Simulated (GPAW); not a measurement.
# Si (Fd-3m) in GPAW: further runs

One crystal, Si, is run at these levels: PBE, LDA; tasks: single point.

Everything below comes from runs of GPAW 26.7.0. Logs are shortened: lines on timing, memory, paths and dates and some standing lists are left out, and cuts for length are marked. The log counts tension as positive stress, the text compression.

## Step 1: Starting point

It takes space group Fd-3m (No. 227, cubic). The conventional cell has a = 5.444 Å, b = 5.444 Å, c = 5.444 Å, α = 90.00°, β = 90.00°, γ = 90.00°. Si (site symmetry -43m) is surrounded by 4 Si at 2.36 Å.

## Step 2: Single point, PBE

The input, run.py:

```python
from ase.dft.bandgap import bandgap
from ase.io import read, write
from ase.units import GPa
from gpaw import GPAW, PW

atoms = read('Si.xyz')

calc = GPAW(mode=PW(400),
            xc='PBE',
            kpts={'size': (7, 7, 7), 'gamma': True},
            occupations={'name': 'fermi-dirac', 'width': 0.05},
            nbands=11,
            maxiter=120,
            txt='gpaw.txt')
atoms.calc = calc
energy = atoms.get_potential_energy()
forces = atoms.get_forces()
stress = atoms.get_stress()
calc.write('gs.gpw')
write('result.traj', atoms)
print(f'Energy: {energy:.6f} eV')
print('Forces (eV/A):')
print(forces.round(4))
print('Stress (GPa):', (stress / GPa).round(3))
print('Fermi level:', round(calc.get_fermi_level(), 4), 'eV')
print(f'Gap: {bandgap(calc)[0]:.4f} eV, direct: {bandgap(calc, direct=True)[0]:.4f} eV')
```

The input, Si.xyz:

```xyz
2
Lattice="0.0000000000 2.7218511865 2.7218511865 2.7218511865 0.0000000000 2.7218511865 2.7218511865 2.7218511865 0.0000000000" Properties=species:S:1:pos:R:3 pbc="T T T"
Si     2.7218511865      2.7218511865      2.7218511865
Si     4.0827767798      4.0827767798      4.0827767798
```

Potentials or basis: GPAW PAW data sets (gpaw-data 1.2.1), pw.

Launch:

```sh
> OMP_NUM_THREADS=1 python run.py
```

gpaw.txt:

```text
__  _  _
 | _ |_)|_||  |
 |__||  | ||/\| - 26.7.0

Input parameters:
  mode=PW(ecut=400.0),
  kpts=MonkhorstPack(size=(7, 7, 7), gamma=True),
  maxiter=120,
  nbands=11,
  occupations=Occupations(name='fermi-dirac', width=0.05),
  xc=XC(name='PBE')

Diagonalizing LCAO Hamiltonian
Converting LCAO to pw mode

           Si

       Si

Atoms  # Å, Bohr magnetons
|   | symbol |        x |        y |        z |    initial magnetic moments |
|---|--------|----------|----------|----------|-----------------------------|
| 0 |     Si | 2.721851 | 2.721851 | 2.721851 | ( 0.0000,  0.0000,  0.0000) |
| 1 |     Si | 4.082777 | 4.082777 | 4.082777 | ( 0.0000,  0.0000,  0.0000) |

Unit cell  # Å
| periodic |        x |        y |        z |  lengths |    angles |
|----------|----------|----------|----------|----------|-----------|
|      yes | 0.000000 | 2.721851 | 2.721851 | 3.849279 | 60.000000 |
|      yes | 2.721851 | 0.000000 | 2.721851 | 3.849279 | 60.000000 |
|      yes | 2.721851 | 2.721851 | 0.000000 | 3.849279 | 60.000000 |

Number of symmetries: 24
Symmetry operations  # r_c * U_cc + t_c -> r_c
|    | kind |            matrix            |
|----|------|------------------------------|
|  0 |  E   |  1, 0, 0,  0, 1, 0,  0, 0, 1 |
|  1 |  σ   |  1, 0, 0,  0, 0, 1,  0, 1, 0 |
|  2 |  σ   |  1, 0,-1,  0, 1,-1,  0, 0,-1 |
|  3 |  C3  |  1, 0,-1,  0, 0,-1,  0, 1,-1 |
|  4 |  C3  |  1,-1, 0,  0,-1, 1,  0,-1, 0 |
|  5 |  σ   |  1,-1, 0,  0,-1, 0,  0,-1, 1 |
|  6 |  σ   |  0, 1, 0,  1, 0, 0,  0, 0, 1 |
|  7 |  C3  |  0, 1, 0,  0, 0, 1,  1, 0, 0 |
|  8 |  C2  |  0, 1,-1,  1, 0,-1,  0, 0,-1 |
|  9 |  S4  |  0, 1,-1,  0, 0,-1,  1, 0,-1 |
| 10 |  C3  |  0, 0, 1,  1, 0, 0,  0, 1, 0 |
| 11 |  σ   |  0, 0, 1,  0, 1, 0,  1, 0, 0 |
| 12 |  S4  |  0, 0,-1,  1, 0,-1,  0, 1,-1 |
| 13 |  C3  |  0, 0,-1,  0, 1,-1,  1, 0,-1 |
| 14 |  S4  |  0,-1, 1,  1,-1, 0,  0,-1, 0 |
| 15 |  C2  |  0,-1, 1,  0,-1, 0,  1,-1, 0 |
| 16 |  C3  |  0,-1, 0,  1,-1, 0,  0,-1, 1 |
| 17 |  S4  |  0,-1, 0,  0,-1, 1,  1,-1, 0 |
| 18 |  S4  | -1, 1, 0, -1, 0, 1, -1, 0, 0 |
| 19 |  C3  | -1, 1, 0, -1, 0, 0, -1, 0, 1 |
| 20 |  C3  | -1, 0, 1, -1, 1, 0, -1, 0, 0 |
| 21 |  S4  | -1, 0, 1, -1, 0, 0, -1, 1, 0 |
| 22 |  σ   | -1, 0, 0, -1, 1, 0, -1, 0, 1 |
| 23 |  C2  | -1, 0, 0, -1, 0, 1, -1, 1, 0 |

BZ-sampling:
  Number of BZ points: 343
  Number of IBZ points: 20

  Monkhorst-Pack size: [7, 7, 7]
  Monkhorst-Pack shift: [0, 0, 0]

K-points  # in reciprocal-cell coordinates
|     |                                coordinates |     weight |
|-----|--------------------------------------------|------------|
|   0 | (  0.00000000,   0.00000000,   0.00000000) | 0.00291545 |
|   1 | (  0.14285714,   0.14285714,   0.00000000) | 0.01749271 |
|   2 | (  0.14285714,   0.14285714,   0.14285714) | 0.02332362 |
|   3 | (  0.28571429,   0.14285714,   0.14285714) | 0.03498542 |
|   4 | (  0.28571429,   0.28571429,   0.00000000) | 0.01749271 |
|   5 | (  0.28571429,   0.28571429,   0.14285714) | 0.06997085 |
|   6 | (  0.28571429,   0.28571429,   0.28571429) | 0.02332362 |
|   7 | (  0.42857143,  -0.28571429,  -0.28571429) | 0.03498542 |
|   8 | (  0.42857143,   0.28571429,  -0.42857143) | 0.13994169 |
|   9 | (  0.42857143,   0.28571429,  -0.28571429) | 0.06997085 |
| ... |                                            |            |
|  19 | (  0.42857143,   0.42857143,   0.42857143) | 0.02332362 |

Plane wave coefficients: 748
Cutoff: 400.0 eV

Spin-components: 1 (collinear spins)
Bands:           11
Projectors:      10
Spin-degeneracy: 2
Datatype:        complex128

Parallelization:
  kpt:    1
  domain: 1
  band:   1

Density:
  Valence electrons: 8.0
  Components: 1
  Grid points: [18 18 18]
  Charge: 0.0  # |e|

Potential:
  Grid points: [18 18 18]

species:
  Si:
    name:    Silicon
    Z:       14.0
    valence: 4
    core:    10
    charge:  0.0  # [|e|]
    compensation charges:
      type: gauss
      rc: 0.33  # [Å]
      lmax: 2
    cutoffs:
      filter: 1.86  # [Å]
      core: 2.06  # [Å]
    projectors
    | kind |    occ | energy [eV] | rcut [Å] |
    |------|--------|-------------|----------|
    |   3s |  2.000 |     -10.812 |    1.058 |
    |   3p |  2.000 |      -4.081 |    1.058 |
    |    s |        |      16.399 |    1.058 |
    |    p |        |      23.130 |    1.058 |
    |    d |        |       0.000 |    1.058 |

    Using partial waves for Si as LCAO basis

Reference energy: -15772.688500  # eV

eigensolver:
  PPCG
  Converge bands: occupied
  niter=2

density mixing:
  MSR1-Mixer
  Pratt-step length: 0.05
  Maximum mixing coefficient: 0.75
  Old densities: 10
  SVD Regularization: 0.005
  Good broyden scale: 1.0
  Trust region scale: 1.0
  Backstep threshold: 4.0
  History deletion threshold: 6.0
  Fourier metric: weight=20.0, sigma=0.015

occupation numbers:
  Fermi-Dirac:
    width: 0.0500  # eV

poisson solver:
  ecut: 3200.0  # eV

xc functional:
  name: PBE with 2 nearest neighbor stencil

convergence criteria:
- Maximum [total energy] change in last 3 cyles: 0.0005 eV / valence electron
- Maximum integral of absolute [dens]ity change: 0.0001 electrons / valence electron
- Maximum integral of absolute [eigenst]ate change: 4e-08 eV^2 / valence electron
maximum number of iterations: 120

SCF iterations
|iter     | |      energy | eigst |  dens |
|---------|-|-------------|-------|-------|
|iter:   1| |  -10.879523 | -0.09 |       |
|iter:   2| |  -10.870143 | -2.55 | -0.81 |
|iter:   3| |  -10.785996 | -2.25 | -0.83 |
|iter:   4| |  -10.785763 | -3.18 | -1.45 |
|iter:   5| |  -10.785882c| -5.07 | -2.34 |
|iter:   6| |  -10.785888c| -6.68 | -3.29 |
|iter:   7| |  -10.785890c| -7.60c| -3.71 |
|iter:   8| |  -10.785890c| -8.33c| -4.89c|

Converged in 8 steps
Energy contributions relative to reference atoms: (reference = -15772.688500)

Energy contributions:
  Kinetic:          14.867503
  Coulomb:         -13.099293
  Zero:             -0.024112
  External:          0.000000
  Xc:              -12.529963
  Entropy:          -0.000050
  Spinorbit:         0.000000
  ----------------------------
  Free energy:     -10.785915
  Extrapolated:    -10.785890

dipole moment: (3.542435, 3.542435, 3.542435)  # |e|*Ang

Fermi level: 5.521
Eigenvalues  # (at kpt = [0.000, 0.000, 0.000])
| band index |      eig [eV] | occ [0-2] |
|------------|---------------|-----------|
|          0 |        -6.670 |     2.000 |
|          1 |         5.247 |     1.992 |
|          2 |         5.247 |     1.992 |
|          3 |         5.247 |     1.992 |
|          4 |         7.802 |     0.000 |
|          5 |         7.802 |     0.000 |
|          6 |         7.802 |     0.000 |
|          7 |         8.526 |     0.000 |
|          8 |        12.961 |     0.000 |
|          9 |        12.961 |     0.000 |
|         10 |        13.202 |     0.000 |

Gap: 0.582 eV
Transition (v -> c):
  (s=0, k=0, n=3, [0.00, 0.00, 0.00]) -> (s=0, k=16, n=4, [0.43, 0.43, 0.00])
Direct/indirect transitions are different
Direct gap: 2.554 eV
Transition at: (s=0, k=0, n=3, [0.00, 0.00, 0.00])

Forces  # eV/Ang
|        x |        y |        z |
|----------|----------|----------|
|  0.00000 | -0.00000 |  0.00000 |  # Si   0
| -0.00000 |  0.00000 | -0.00000 |  # Si   1

Stress tensor  # eV/Ang^3
|         x |         y |         z |
|-----------|-----------|-----------|
| -0.010132 | -0.000000 | -0.000000 |
| -0.000000 | -0.010132 |  0.000000 |
| -0.000000 |  0.000000 | -0.010132 |

# Writing to gs.gpw (mode='')
```

Wall time 4.5 s (1 thread of AMD EPYC 7B13 (Zen 3), shared host); peak memory 0.12 GiB.

These settings aren't checked as converged: the numbers below hold their error.

What came out:

```yaml
Free_energy: -10.7859 eV
Pressure: 1.6 GPa
Band_gap_on_the_k_mesh: 0.58 eV, indirect (least direct gap 2.55 eV)
```

Caveat: the cutoff is short for stress and forces, so pressures can be off by a GPa or more; an odd mesh through Γ misses points on the zone boundary, where band edges often lie.

## Step 3: Single point, LDA

run.py, as its differences from that of step 2:

```diff
@@ -1,3 +1,4 @@
+from ase import Atoms
 from ase.dft.bandgap import bandgap
-from ase.io import read, write
+from ase.io import write
 from ase.units import GPa
@@ -5,6 +6,12 @@
 
-atoms = read('Si.xyz')
+atoms = Atoms(['Si', 'Si'],
+              cell=[[0.0, 2.7218511865, 2.7218511865],
+                    [2.7218511865, 0.0, 2.7218511865],
+                    [2.7218511865, 2.7218511865, 0.0]],
+              scaled_positions=[[0.5, 0.5, 0.5],
+                                [0.75, 0.75, 0.75]],
+              pbc=True)
 
 calc = GPAW(mode=PW(400),
-            xc='PBE',
+            xc='LDA',
             kpts={'size': (7, 7, 7), 'gamma': True},
```

Potentials or basis: the program's PAW data sets (release 1.2.1) made for this functional, pw.

Launch:

```sh
> OMP_NUM_THREADS=1 python run.py
```

gpaw.txt:

```text
__  _  _
 | _ |_)|_||  |
 |__||  | ||/\| - 26.7.0

Input parameters:
  mode=PW(ecut=400.0),
  kpts=MonkhorstPack(size=(7, 7, 7), gamma=True),
  maxiter=120,
  nbands=11,
  occupations=Occupations(name='fermi-dirac', width=0.05),
  xc=XC(name='LDA')

Diagonalizing LCAO Hamiltonian
Converting LCAO to pw mode

           Si

       Si

Atoms  # Å, Bohr magnetons
|   | symbol |        x |        y |        z |    initial magnetic moments |
|---|--------|----------|----------|----------|-----------------------------|
| 0 |     Si | 2.721851 | 2.721851 | 2.721851 | ( 0.0000,  0.0000,  0.0000) |
| 1 |     Si | 4.082777 | 4.082777 | 4.082777 | ( 0.0000,  0.0000,  0.0000) |

Unit cell  # Å
| periodic |        x |        y |        z |  lengths |    angles |
|----------|----------|----------|----------|----------|-----------|
|      yes | 0.000000 | 2.721851 | 2.721851 | 3.849279 | 60.000000 |
|      yes | 2.721851 | 0.000000 | 2.721851 | 3.849279 | 60.000000 |
|      yes | 2.721851 | 2.721851 | 0.000000 | 3.849279 | 60.000000 |

Number of symmetries: 24
Symmetry operations  # r_c * U_cc + t_c -> r_c
|    | kind |            matrix            |
|----|------|------------------------------|
|  0 |  E   |  1, 0, 0,  0, 1, 0,  0, 0, 1 |
|  1 |  σ   |  1, 0, 0,  0, 0, 1,  0, 1, 0 |
|  2 |  σ   |  1, 0,-1,  0, 1,-1,  0, 0,-1 |
|  3 |  C3  |  1, 0,-1,  0, 0,-1,  0, 1,-1 |
|  4 |  C3  |  1,-1, 0,  0,-1, 1,  0,-1, 0 |
|  5 |  σ   |  1,-1, 0,  0,-1, 0,  0,-1, 1 |
|  6 |  σ   |  0, 1, 0,  1, 0, 0,  0, 0, 1 |
|  7 |  C3  |  0, 1, 0,  0, 0, 1,  1, 0, 0 |
|  8 |  C2  |  0, 1,-1,  1, 0,-1,  0, 0,-1 |
|  9 |  S4  |  0, 1,-1,  0, 0,-1,  1, 0,-1 |
| 10 |  C3  |  0, 0, 1,  1, 0, 0,  0, 1, 0 |
| 11 |  σ   |  0, 0, 1,  0, 1, 0,  1, 0, 0 |
| 12 |  S4  |  0, 0,-1,  1, 0,-1,  0, 1,-1 |
| 13 |  C3  |  0, 0,-1,  0, 1,-1,  1, 0,-1 |
| 14 |  S4  |  0,-1, 1,  1,-1, 0,  0,-1, 0 |
| 15 |  C2  |  0,-1, 1,  0,-1, 0,  1,-1, 0 |
| 16 |  C3  |  0,-1, 0,  1,-1, 0,  0,-1, 1 |
| 17 |  S4  |  0,-1, 0,  0,-1, 1,  1,-1, 0 |
| 18 |  S4  | -1, 1, 0, -1, 0, 1, -1, 0, 0 |
| 19 |  C3  | -1, 1, 0, -1, 0, 0, -1, 0, 1 |
| 20 |  C3  | -1, 0, 1, -1, 1, 0, -1, 0, 0 |
| 21 |  S4  | -1, 0, 1, -1, 0, 0, -1, 1, 0 |
| 22 |  σ   | -1, 0, 0, -1, 1, 0, -1, 0, 1 |
| 23 |  C2  | -1, 0, 0, -1, 0, 1, -1, 1, 0 |

BZ-sampling:
  Number of BZ points: 343
  Number of IBZ points: 20

  Monkhorst-Pack size: [7, 7, 7]
  Monkhorst-Pack shift: [0, 0, 0]

K-points  # in reciprocal-cell coordinates
|     |                                coordinates |     weight |
|-----|--------------------------------------------|------------|
|   0 | (  0.00000000,   0.00000000,   0.00000000) | 0.00291545 |
|   1 | (  0.14285714,   0.14285714,   0.00000000) | 0.01749271 |
|   2 | (  0.14285714,   0.14285714,   0.14285714) | 0.02332362 |
|   3 | (  0.28571429,   0.14285714,   0.14285714) | 0.03498542 |
|   4 | (  0.28571429,   0.28571429,   0.00000000) | 0.01749271 |
|   5 | (  0.28571429,   0.28571429,   0.14285714) | 0.06997085 |
|   6 | (  0.28571429,   0.28571429,   0.28571429) | 0.02332362 |
|   7 | (  0.42857143,  -0.28571429,  -0.28571429) | 0.03498542 |
|   8 | (  0.42857143,   0.28571429,  -0.42857143) | 0.13994169 |
|   9 | (  0.42857143,   0.28571429,  -0.28571429) | 0.06997085 |
| ... |                                            |            |
|  19 | (  0.42857143,   0.42857143,   0.42857143) | 0.02332362 |

Plane wave coefficients: 748
Cutoff: 400.0 eV

Spin-components: 1 (collinear spins)
Bands:           11
Projectors:      10
Spin-degeneracy: 2
Datatype:        complex128

Parallelization:
  kpt:    1
  domain: 1
  band:   1

Density:
  Valence electrons: 8.0
  Components: 1
  Grid points: [18 18 18]
  Charge: 0.0  # |e|

Potential:
  Grid points: [18 18 18]

species:
  Si:
    name:    Silicon
    Z:       14.0
    valence: 4
    core:    10
    charge:  0.0  # [|e|]
    compensation charges:
      type: gauss
      rc: 0.33  # [Å]
      lmax: 2
    cutoffs:
      filter: 1.86  # [Å]
      core: 2.06  # [Å]
    projectors
    | kind |    occ | energy [eV] | rcut [Å] |
    |------|--------|-------------|----------|
    |   3s |  2.000 |     -10.878 |    1.058 |
    |   3p |  2.000 |      -4.162 |    1.058 |
    |    s |        |      16.334 |    1.058 |
    |    p |        |      23.049 |    1.058 |
    |    d |        |       0.000 |    1.058 |

    Using partial waves for Si as LCAO basis

Reference energy: -15717.426366  # eV

eigensolver:
  PPCG
  Converge bands: occupied
  niter=2

density mixing:
  MSR1-Mixer
  Pratt-step length: 0.05
  Maximum mixing coefficient: 0.75
  Old densities: 10
  SVD Regularization: 0.005
  Good broyden scale: 1.0
  Trust region scale: 1.0
  Backstep threshold: 4.0
  History deletion threshold: 6.0
  Fourier metric: weight=20.0, sigma=0.015

occupation numbers:
  Fermi-Dirac:
    width: 0.0500  # eV

poisson solver:
  ecut: 3200.0  # eV

xc functional:
  name: None

convergence criteria:
- Maximum [total energy] change in last 3 cyles: 0.0005 eV / valence electron
- Maximum integral of absolute [dens]ity change: 0.0001 electrons / valence electron
- Maximum integral of absolute [eigenst]ate change: 4e-08 eV^2 / valence electron
maximum number of iterations: 120

SCF iterations
|iter     | |      energy | eigst |  dens |
|---------|-|-------------|-------|-------|
|iter:   1| |  -12.048915 | -0.06 |       |
|iter:   2| |  -12.029553 | -2.54 | -0.80 |
|iter:   3| |  -11.874111 | -2.23 | -0.83 |
|iter:   4| |  -11.871454 | -3.27 | -1.48 |
|iter:   5| |  -11.871512c| -5.06 | -2.27 |
|iter:   6| |  -11.871515c| -6.61 | -3.27 |
|iter:   7| |  -11.871515c| -7.95c| -3.72 |
|iter:   8| |  -11.871515c| -8.74c| -5.13c|

Converged in 8 steps
Energy contributions relative to reference atoms: (reference = -15717.426366)

Energy contributions:
  Kinetic:          14.846685
  Coulomb:         -13.132585
  Zero:             -0.019596
  External:          0.000000
  Xc:              -13.565961
  Entropy:          -0.000116
  Spinorbit:         0.000000
  ----------------------------
  Free energy:     -11.871573
  Extrapolated:    -11.871515

dipole moment: (3.534580, 3.534580, 3.534580)  # |e|*Ang

Fermi level: 5.294
Eigenvalues  # (at kpt = [0.000, 0.000, 0.000])
| band index |      eig [eV] | occ [0-2] |
|------------|---------------|-----------|
|          0 |        -6.849 |     2.000 |
|          1 |         5.070 |     1.978 |
|          2 |         5.070 |     1.978 |
|          3 |         5.070 |     1.978 |
|          4 |         7.595 |     0.000 |
|          5 |         7.595 |     0.000 |
|          6 |         7.595 |     0.000 |
|          7 |         8.187 |     0.000 |
|          8 |        12.731 |     0.000 |
|          9 |        12.801 |     0.000 |
|         10 |        12.801 |     0.000 |

Gap: 0.483 eV
Transition (v -> c):
  (s=0, k=0, n=3, [0.00, 0.00, 0.00]) -> (s=0, k=16, n=4, [0.43, 0.43, 0.00])
Direct/indirect transitions are different
Direct gap: 2.525 eV
Transition at: (s=0, k=0, n=3, [0.00, 0.00, 0.00])

Forces  # eV/Ang
|       x |        y |       z |
|---------|----------|---------|
| 0.00000 | -0.00000 | 0.00000 |  # Si   0
| 0.00000 | -0.00000 | 0.00000 |  # Si   1

Stress tensor  # eV/Ang^3
|         x |         y |         z |
|-----------|-----------|-----------|
|  0.011827 | -0.000000 | -0.000000 |
| -0.000000 |  0.011827 | -0.000000 |
| -0.000000 | -0.000000 |  0.011827 |

# Writing to gs.gpw (mode='')
```

Wall time 2.8 s (1 thread of INTEL XEON PLATINUM 8581C at 2.30GHz (Emerald Rapids), shared host); peak memory 0.13 GiB.

These settings aren't checked as converged: the numbers below hold their error.

Results:

- Free energy: -11.8716 eV
- Pressure: -1.9 GPa
- Band gap on the k mesh: 0.48 eV, indirect (least direct gap 2.52 eV)

Caveat: the cutoff is short for stress and forces, so pressures can be off by a GPa or more; an odd mesh through Γ misses points on the zone boundary, where band edges often lie.
